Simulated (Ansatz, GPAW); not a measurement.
## Geometry or basis: what sets the conductance of a Ga chain with one Si atom in line

Wanted: T(E) of a Ga chain with one Si atom in line at a relaxed geometry in two programs, beside the unrelaxed structure.

Method: Ansatz plane waves; relaxation of the junction with the lead ends held; PAW set soft_1, in the first sound run; inputs show where later runs differ, in GPAW 26.7.0 and Ansatz 0.2.0.

This is a report of a sequence of runs, with most program output left out.

## 1. The structure

The cell holds 13 atoms: 12 Ga and 1 Si. Its edges and angles: a = 9.000 Å, b = 9.000 Å, c = 32.784 Å, α = 90.0°, β = 90.0°, γ = 90.0°. Regions: left lead, 6 atoms (6 Ga); channel, 1 atom (1 Si); right lead, 6 atoms (6 Ga). Vacuum lies along a and b. The structure is stacked along c, and the current runs across the ab planes.

## 2. Relaxation

Transmission follows bond lengths closely, so the atoms between the held lead ends are relaxed first, from a slightly shaken start that lets symmetry break.

input.yaml

```yaml
crystal:
  lattice:
    - [9.0, 0.0, 0.0]
    - [0.0, 9.0, 0.0]
    - [0.0, 0.0, 32.7838]
  atoms:
    - { symbol: Ga, position: [0.5, 0.5, 0.0388911597] }
    - { symbol: Ga, position: [0.5, 0.5, 0.116673479] }
    - { symbol: Ga, position: [0.5, 0.5, 0.1944557983] }
    - { symbol: Ga, position: [0.5, 0.5, 0.2722381176] }
    - { symbol: Ga, position: [0.5060891885, 0.4897388936, 0.350897148] }
    - { symbol: Ga, position: [0.5002321241, 0.5043941667, 0.4281556402] }
    - { symbol: Si, position: [0.5060908621, 0.5001058125, 0.4995276056] }
    - { symbol: Ga, position: [0.5019349497, 0.5014403562, 0.571870705] }
    - { symbol: Ga, position: [0.4991756539, 0.5023981356, 0.6506240729] }
    - { symbol: Ga, position: [0.5, 0.5, 0.7277618824] }
    - { symbol: Ga, position: [0.5, 0.5, 0.8055442017] }
    - { symbol: Ga, position: [0.5, 0.5, 0.883326521] }
    - { symbol: Ga, position: [0.5, 0.5, 0.9611088403] }
kpoints:
  mp_grid: { grid: [1, 1, 3] }
hamiltonian:
  xc: pbe
  pseudopotentials: { kind: paw, azcp: { folder: soft_1 } }
scf:
  occupations: { method: fermi_dirac, width: 0.1 }
relax:
  f_tol: 0.03
  max_steps: 80
  constraints: [{ sites: [0, 1, 2, 3, 9, 10, 11, 12] }]
```

Launch:

```bash
$ ansatz run input.yaml --threads 4 --pin off --max-ram 8192MiB --backend cpu --events-out ev --progress --plain --runs-dir out
```

Elapsed: 2.7 min, on 4 threads of Arm Neoverse V2, shared host; peak memory 2.5 GiB; 11 min of CPU time.

The steps of the relaxation:

```csv
step,energy less that of the first step (eV),largest force component (eV/Å)
1,0.0000,0.3355
2,-0.0370,0.1848
3,-0.1024,0.2449
4,-0.1671,0.4777
5,-0.2554,0.5938
6,-0.3604,0.3118
7,-0.4416,0.1734
8,-0.4943,0.1149
9,-0.5073,0.0985
10,-0.5179,0.1237
11,-0.5295,0.0605
12,-0.5408,0.0321
13,-0.5507,0.0326
14,-0.5595,0.0264
15,-0.5665,0.0214
16,-0.5713,0.0178
17,-0.5729,0.0267
```

The atoms that moved most (Å):

```csv
atom,dx,dy,dz,length
Si7,1.395,-0.129,-0.081,1.404
Ga9,0.989,-0.166,-0.201,1.022
Ga5,1.004,-0.021,0.019,1.005
Ga8,0.375,-0.067,-0.329,0.503
Ga6,0.397,-0.104,0.139,0.433
```

This step gave:

```
free energy         : -46015.2611 eV
smearing term TS    : 0.6645 eV
symmetry operations : 1
```

The relaxation lowered the energy of the cell by 0.573 eV.

## 3. Plane-wave reference (PBE)

Plane waves give the reference curve, free of the bias of atom-centred orbitals.

This step: Ansatz plane waves; Landauer transmission by layers, zero bias; PAW set soft_1 (Ansatz 0.2.0).

input.yaml

```yaml
crystal:
  lattice:
    - [9.0, 0.0, 0.0]
    - [0.0, 9.0, 0.0]
    - [0.0, 0.0, 32.7838]
  atoms:
    - { symbol: Ga, position: [0.5, 0.5, 0.0388911597] }
    - { symbol: Ga, position: [0.5, 0.5, 0.116673479] }
    - { symbol: Ga, position: [0.5, 0.5, 0.1944557983] }
    - { symbol: Ga, position: [0.5, 0.5, 0.2722381176] }
    - { symbol: Ga, position: [0.6176990525, 0.4873537615, 0.351488328] }
    - { symbol: Ga, position: [0.5443335002, 0.4928906087, 0.4323865655] }
    - { symbol: Si, position: [0.6611104672, 0.4857324532, 0.4970501834] }
    - { symbol: Ga, position: [0.5435510204, 0.493980943, 0.5618436508] }
    - { symbol: Ga, position: [0.6090092099, 0.4839005868, 0.6444809278] }
    - { symbol: Ga, position: [0.5, 0.5, 0.7277618824] }
    - { symbol: Ga, position: [0.5, 0.5, 0.8055442017] }
    - { symbol: Ga, position: [0.5, 0.5, 0.883326521] }
    - { symbol: Ga, position: [0.5, 0.5, 0.9611088403] }
kpoints:
  mp_grid: { grid: [1, 1, 3] }
hamiltonian:
  xc: pbe
  pseudopotentials: { kind: paw, azcp: { folder: soft_1 } }
scf:
  occupations: { method: fermi_dirac, width: 0.1 }
output:
  transmission:
    leads: [[0, 1]]
    e_range: [-2, 2]
    de: 0.025
    kmesh: [1, 1]
    reduced_basis: true
  write_potential: true
  write_density: true
  volumetric_format: npy
```

Elapsed: 77 s, on 4 threads; peak memory 2.5 GiB; 4.3 min of CPU time.

Numbers from this step:

```yaml
free_energy: -46015.2610 eV
lead_level: 0 eV from the Fermi level
transmission_at_the_fermi_level_one_spin: 0.5911
open_channels_of_the_lead_at_the_fermi_level_one_spin: 3
step_of_the_potential_along_the_lead: 43.1 meV
offset_of_the_lead: 0 Å
filling_of_the_lead_less_its_bulk_value_in_size: 37.1 meV
conductance: 0.5916 G₀
```

One spin. Table of transmission, zone mean by energy, zero at the Fermi level:

```csv
energy (eV),"transmission, zone mean"
-2.000,0.116
-1.900,0.0923
-1.800,0.0735
-1.700,0.0565
-1.600,0.0355
-1.500,0
-1.400,0.0792
-1.300,0.0594
-1.200,0.0490
-1.100,0.0435
-1.000,0.0420
-0.900,0.0470
-0.800,0.0707
-0.700,0.172
-0.600,0.544
-0.500,0.886
-0.475,0.903
-0.400,0.854
-0.300,0.596
-0.200,0.462
-0.100,0.533
0.000,0.591
0.100,0.654
0.200,0.736
0.300,0.849
0.400,1.01
0.500,1.23
0.600,1.47
0.700,1.65
0.800,1.77
0.900,1.86
1.000,1.92
1.100,1.96
1.200,1.98
1.300,2.00
1.400,2.03
1.500,2.09
1.600,2.16
1.700,2.24
1.800,2.29
1.900,2.30
2.000,2.30
```

One spin. Open channels, zone mean against energy, zero at the Fermi level:

energy (eV), open channels, zone mean and a bar:
```
   -2.000       1.00 ##########
   -1.900       1.00 ##########
   -1.800       1.00 ##########
   -1.700       1.00 ##########
   -1.600       1.00 ##########
   -1.500       0.00 
   -1.400       1.00 ##########
   -1.300       1.00 ##########
   -1.200       1.00 ##########
   -1.100       1.00 ##########
   -1.000       1.00 ##########
   -0.900       1.00 ##########
   -0.800       1.00 ##########
   -0.700       1.00 ##########
   -0.600       1.00 ##########
   -0.500       1.00 ##########
   -0.400       1.00 ##########
   -0.300       1.00 ##########
   -0.200       3.00 ##############################
   -0.100       3.00 ##############################
    0.000       3.00 ##############################
    0.100       3.00 ##############################
    0.200       3.00 ##############################
    0.300       3.00 ##############################
    0.400       3.00 ##############################
    0.500       3.00 ##############################
    0.600       3.00 ##############################
    0.700       3.00 ##############################
    0.800       3.00 ##############################
    0.900       3.00 ##############################
    1.000       3.00 ##############################
    1.100       3.00 ##############################
    1.200       3.00 ##############################
    1.300       3.00 ##############################
    1.400       3.00 ##############################
    1.500       3.00 ##############################
    1.600       3.00 ##############################
    1.700       3.00 ##############################
    1.800       3.00 ##############################
    1.900       3.00 ##############################
    2.000       3.00 ##############################
```

Crystal 0, spin -, k parallel (0, 0); distinct values, listed up to 1.5 1/Å. Im kz of the slowest decaying states against energy, zero at the Fermi level:

```csv
energy (eV),decay 1 (Å⁻¹),decay 2 (Å⁻¹),decay 3 (Å⁻¹),decay 4 (Å⁻¹)
-2.0000,0.643,0.644,1.14,1.27
-1.7500,0.596,0.597,1.11,1.24
-1.5000,0.00465,0.544,0.545,1.08
-1.2500,0.487,0.488,1.05,1.19
-1.0000,0.421,0.422,1.01,1.16
-0.7500,0.342,0.344,0.981,1.13
-0.5000,0.237,0.239,0.947,1.10
-0.2500,0.911,1.07,1.18,1.18
0.0000,0.873,1.04,1.15,1.15
0.2500,0.834,1.01,1.13,1.13
0.5000,0.793,0.973,1.10,1.10
0.7500,0.750,0.938,1.07,1.07
1.0000,0.704,0.902,1.04,1.04
1.2500,0.655,0.865,1.01,1.01
1.5000,0.603,0.826,0.972,0.975
1.7500,0.545,0.785,0.937,0.942
2.0000,0.480,0.741,0.901,0.907
```

Crystal 0, spin -, k parallel (0, 0). Table of Re kz of states that move upwards by energy, zero at the Fermi level:

```csv
energy (eV),channel 1 (Å⁻¹),channel 2 (Å⁻¹),channel 3 (Å⁻¹)
-2.000,1.18,-,-
-1.900,1.19,-,-
-1.800,1.20,-,-
-1.700,1.21,-,-
-1.600,1.22,-,-
-1.500,-,-,-
-1.400,-1.23,-,-
-1.300,-1.21,-,-
-1.200,-1.20,-,-
-1.100,-1.19,-,-
-1.000,-1.18,-,-
-0.900,-1.17,-,-
-0.800,-1.16,-,-
-0.700,-1.15,-,-
-0.600,-1.15,-,-
-0.500,-1.14,-,-
-0.400,-1.13,-,-
-0.300,-1.12,-,-
-0.200,-1.11,0.128,0.133
-0.100,-1.10,0.203,0.206
0.000,-1.09,0.257,0.259
0.100,-1.08,0.301,0.303
0.200,-1.07,0.340,0.342
0.300,-1.06,0.375,0.377
0.400,-1.05,0.407,0.409
0.500,-1.04,0.437,0.439
0.600,-1.03,0.465,0.466
0.700,-1.03,0.492,0.493
0.800,-1.02,0.517,0.518
0.900,-1.01,0.541,0.542
1.000,-1.000,0.564,0.565
1.100,-0.991,0.586,0.588
1.200,-0.983,0.608,0.609
1.300,-0.974,0.629,0.630
1.400,-0.965,0.649,0.650
1.500,-0.957,0.669,0.670
1.600,-0.949,0.688,0.690
1.700,-0.940,0.707,0.708
1.800,-0.932,0.726,0.727
1.900,-0.924,0.744,0.745
2.000,-0.915,0.762,0.763
```

The electrostatic potential energy of an electron (with the applied field's), less the Fermi level, planar mean oscillates, so the rows of the table below give means over windows of 1 Å about each position, cut where the curve ends. Its first 14 maxima inside the range that stand out by 2 % of the span (Å: eV): 1.3: 3.54, 2.6: 3.62, 3.8: 3.55, 5.1: 3.63, 6.4: 3.51, 7.6: 3.52, 8.9: 3.40, 10.2: 3.49, 11.5: 3.38, 13.0: 3.68, 14.3: 3.80, 15.3: 3.89, 17.3: 3.87, 18.4: 3.78. Its first 14 minima: 0.7: 3.23, 1.9: 3.23, 3.2: 3.24, 4.4: 3.25, 5.8: 3.22, 7.0: 3.18, 8.3: 3.09, 9.5: 3.10, 10.9: 3.06, 12.1: 3.12, 13.6: 3.37, 14.7: 3.59, 16.3: 3.09, 17.8: 3.58.

Table of electrostatic potential energy of an electron (with the applied field's), less the Fermi level, planar mean by z; means over each step:

z (Å), electrostatic potential energy of an electron (with the applied field's), less the Fermi level, planar mean (eV) and a bar from the least value:
```
        0       3.50 #################
        1       3.39 ###########
        2       3.39 ###########
        3       3.42 #############
        4       3.42 #############
        5       3.50 #################
        6       3.36 #########
        7       3.32 #######
        8       3.31 #######
        9       3.28 #####
       10       3.34 ########
       11       3.21 #
       12       3.26 ####
       13       3.57 #####################
       14       3.63 ########################
       15       3.73 ##############################
       16       3.27 ####
       17       3.56 #####################
       18       3.68 ###########################
       19       3.49 #################
       20       3.45 ##############
       21       3.19 
       22       3.21 #
       23       3.24 ###
       24       3.22 ##
       25       3.36 #########
       26       3.32 #######
       27       3.36 #########
       28       3.45 ###############
       29       3.43 #############
       30       3.47 ################
       31       3.38 ##########
       32       3.37 ##########
```

The valence density, planar mean oscillates, so the rows of the table below give means over windows of 2.62 Å about each position, cut where the curve ends. Its maxima inside the range that stand out by 2 % of the span (Å: e/Å³): 1.3: 0.212, 3.8: 0.212, 6.4: 0.212, 8.9: 0.212, 11.5: 0.214, 14.1: 0.211, 18.4: 0.208, 21.1: 0.214, 23.9: 0.212, 26.4: 0.213, 29.0: 0.212, 31.5: 0.212. Its minima: 2.6: 0.0139, 5.1: 0.0138, 7.7: 0.0136, 10.2: 0.0128, 12.8: 0.0122, 17.3: 0.0226, 19.8: 0.0115, 22.4: 0.0111, 25.1: 0.0136, 27.7: 0.0138, 30.2: 0.0138.

Valence density, planar mean against z; means over each step:

z (Å), valence density, planar mean (e/Å³) and a bar from the least value:
```
     1.31      0.062 #########################
     3.93      0.062 #########################
     6.55      0.062 #########################
     9.17      0.061 ########################
    11.79      0.061 ########################
    14.41      0.064 ############################
    17.03      0.040 
    19.65      0.055 #################
    22.27      0.055 #################
    24.89      0.065 ############################
    27.51      0.066 #############################
    30.13      0.066 ##############################
```

The largest of the program's own error estimates on the conductance is 8.6 %. T at the Fermi level is 0.591; the potential still steps by 43.1 meV from one lead period to the next, more than the program accepts for a lead, so the cell is too short for a firm reference, and the program's own error estimates apply.

## 4. Double-zeta polarised basis

The script solves lead and junction separately, takes H and S in the orbital basis, and joins semi-infinite leads through their self-energies; the dzp basis is the working standard.

This step: GPAW LCAO, PAW setups; Landauer transmission from Green's functions with principal layers (ASE), zero bias (GPAW 26.7.0).

run.py

```python
import json
import numpy as np
from ase import Atoms
from ase.transport.calculators import TransportCalculator
from gpaw import GPAW, FermiDirac
from gpaw.lcao.tools import get_lcao_hamiltonian
from scipy.linalg import eigh

# The junction with lead layers at both ends, along the third cell vector
device = Atoms(
    ['Ga', 'Ga', 'Ga', 'Ga', 'Ga', 'Ga', 'Si', 'Ga', 'Ga', 'Ga', 'Ga', 'Ga', 'Ga'],
    positions=[
        [4.50000, 4.50000, 1.27500],
        [4.50000, 4.50000, 3.82500],
        [4.50000, 4.50000, 6.37500],
        [4.50000, 4.50000, 8.92500],
        [5.55929, 4.38618, 11.52312],
        [4.89900, 4.43602, 14.17527],
        [5.94999, 4.37159, 16.29519],
        [4.89196, 4.44583, 18.41937],
        [5.48108, 4.35511, 21.12853],
        [4.50000, 4.50000, 23.85880],
        [4.50000, 4.50000, 26.40880],
        [4.50000, 4.50000, 28.95880],
        [4.50000, 4.50000, 31.50880]],
    cell=[[9.0, 0.0, 0.0], [0.0, 9.0, 0.0], [0.0, 0.0, 32.7838]],
    pbc=True)

# One principal layer of the lead: the first 3 atoms of the device
lead = Atoms(
    ['Ga', 'Ga', 'Ga'],
    positions=[
        [4.50000, 4.50000, 1.27500],
        [4.50000, 4.50000, 3.82500],
        [4.50000, 4.50000, 6.37500]],
    cell=[[9.0, 0.0, 0.0], [0.0, 9.0, 0.0], [0.0, 0.0, 7.65]],
    pbc=True)

settings = dict(mode='lcao', basis='dzp', xc='PBE', h=0.2,
                occupations=FermiDirac(0.1), maxiter=250,
                mixer=dict(beta=0.1, nmaxold=8, weight=100.0),
                convergence=dict(density=0.0001))
energies = np.arange(-2, 2 + 1e-9, 0.025)
eta = 0.0001
n1, n2 = 1, 1
# k and -k transmit alike, so half of the mesh across the current serves
mesh = [(i, j) for i in range(n1) for j in range(n2) if (i, j) <= (-i % n1, -j % n2)]
weights = np.array([1 if (i, j) == (-i % n1, -j % n2) else 2 for i, j in mesh]) / (n1 * n2)

# [... helper functions left out ...]
fermi_lead = ground_state(lead, (1, 1, 15), 'lead.txt')
fermi_device = ground_state(device, (1, 1, 3), 'device.txt')
# [... loop over the mesh left out, but for ...]
        # Shift the lead onto the potential of the device's first layer
        shift = ((H[:, 0, 0] - H0[:, 0, 0]) / S0[0, 0]).real.mean()
# [...]
kT = 8.617333e-5 * 300
bias = [0.1, 0.2, 0.5, 1.0, 1.5, 2.0]
# [... integrals and printing left out ...]
```

Launch:

```bash
$ OMP_NUM_THREADS=1 OPENBLAS_NUM_THREADS=1 python run.py
```

The job ended after 53 s (1 thread; peak memory 1.1 GiB).

Numbers from this step:

```
conductance                                    : 0.5977 G₀
thermopower                                    : -7.629 μV/K
largest coupling past the next principal layer : 6.03e-5 eV
largest misfit of the first principal layer    : 0.04452 eV
shift that aligns the lead                     : -0.01239 eV
basis functions of the junction                : 169
basis functions of a principal layer           : 39
transmission at the Fermi level (one spin)     : 0.5972
```

One spin. Transmission, zone mean against energy, zero at the Fermi level:

```csv
energy (eV),"transmission, zone mean"
-2.000,0.129
-1.900,0.105
-1.800,0.0857
-1.700,0.0692
-1.600,0.0506
-1.500,2.4e-7
-1.400,0.0784
-1.300,0.0594
-1.200,0.0512
-1.100,0.0469
-1.000,0.0464
-0.900,0.0534
-0.800,0.0820
-0.700,0.197
-0.600,0.576
-0.500,0.885
-0.475,0.899
-0.400,0.848
-0.300,0.599
-0.200,0.470
-0.100,0.537
0.000,0.597
0.100,0.662
0.200,0.743
0.300,0.854
0.400,1.01
0.500,1.23
0.600,1.47
0.700,1.66
0.800,1.79
0.900,1.87
1.000,1.93
1.100,1.96
1.200,1.97
1.300,1.99
1.400,2.02
1.500,2.06
1.600,2.13
1.700,2.21
1.800,2.27
1.900,2.30
2.000,2.30
```

Not self-consistent under bias; the bias window is split evenly. The current through one cell, from the zero-bias transmission by bias:

```csv
bias (V),"current through one cell, from the zero-bias transmission (μA)"
0.100,4.63
0.200,9.27
0.500,23.5
1.000,57.0
1.500,95.4
2.000,132
```

Transmission of the three most open eigenchannels against energy, zero at the Fermi level:

```csv
energy (eV),channel 1,channel 2,channel 3
-2.000,0.129,0,0
-1.900,0.105,0,0
-1.800,0.0857,0,0
-1.700,0.0692,0,0
-1.600,0.0506,0,0
-1.500,2.4e-7,0,0
-1.400,0.0784,0,0
-1.300,0.0594,0,0
-1.200,0.0512,0,0
-1.100,0.0469,0,0
-1.000,0.0464,0,0
-0.900,0.0534,0,0
-0.800,0.0820,0,0
-0.700,0.197,0,0
-0.600,0.576,0,0
-0.500,0.885,0,0
-0.400,0.848,1.8e-12,1.2e-12
-0.300,0.599,2.2e-8,2.5e-10
-0.200,0.370,0.0916,0.00764
-0.100,0.370,0.147,0.0197
0.000,0.409,0.158,0.0303
0.100,0.459,0.164,0.0387
0.200,0.507,0.190,0.0463
0.300,0.547,0.251,0.0554
0.400,0.583,0.363,0.0685
0.500,0.614,0.532,0.0879
0.600,0.717,0.635,0.117
0.700,0.841,0.657,0.162
0.800,0.891,0.670,0.225
0.900,0.887,0.675,0.307
1.000,0.848,0.674,0.404
1.100,0.786,0.671,0.502
1.200,0.715,0.672,0.587
1.300,0.688,0.657,0.643
1.400,0.731,0.688,0.596
1.500,0.788,0.715,0.560
1.600,0.857,0.734,0.541
1.700,0.929,0.742,0.538
1.800,0.981,0.737,0.552
1.900,0.998,0.716,0.584
2.000,0.986,0.677,0.636
```

At the Fermi level T is 0.597 against 0.591 in plane waves. Couplings past the next layer reach 6.0e-5 eV, small enough to drop; the matrix elements of the cell's first layer differ from the bulk lead's by up to 0.045 eV. That layer keeps its own values in the calculation, and only beyond it is the lead taken as perfect. The Fermi levels of lead and junction count from different zeros of potential, one for each periodic cell; with both set to zero, the small remaining shift is what aligns them. By hand: G = 0.5977 × 77.48 μS = 46.3 μS, a resistance of 21.6 kΩ; at 0.1 V a linear junction would pass 4.63 μA, and the integral over the bias window gives 4.63 μA. Mott's formula, S = -(π²/3)(k_B²T/e) d ln T/dE, has the prefactor 7.33 μV/K·eV at 300 K; T = 0.5824 at -0.025 eV and 0.6124 at 0.025 eV give a slope of 1.01 per eV and S = -7.38 μV/K, beside -7.63 μV/K from the thermal integral, which interpolates the same grid.

## 5. Single-zeta polarised basis

The second zeta is dropped, the polarisation orbitals stay.

run.py, as its differences from that of step 4:

```diff
@@ -38,3 +38,3 @@
 
-settings = dict(mode='lcao', basis='dzp', xc='PBE', h=0.2,
+settings = dict(mode='lcao', basis='szp(dzp)', xc='PBE', h=0.2,
                 occupations=FermiDirac(0.1), maxiter=250,
```

It took 44 s on 1 thread; peak memory 1.1 GiB.

Numbers from this step:

| Property | Result |
| --- | --- |
| conductance | 0.6009 G₀ |
| thermopower | -7.665 μV/K |
| largest coupling past the next principal layer | 5.81e-5 eV |
| largest misfit of the first principal layer | 0.04434 eV |
| shift that aligns the lead | -0.01683 eV |
| basis functions of the junction | 117 |
| basis functions of a principal layer | 27 |
| transmission at the Fermi level (one spin) | 0.6009 |

The conductance, 0.601 G₀, lies 0.5 % above that of the dzp run.

(Continued in part 2 of 2.)

[Logs are printed without paths, hosts, clocks, repeated set-up lines and the standing remarks that a program may print on its own settings, such as how far it seeks lower states.]

[Hosts, paths, dates, database ids (printed as entryN), source tags and the programs' standing remarks are cut or masked in the printed files.]
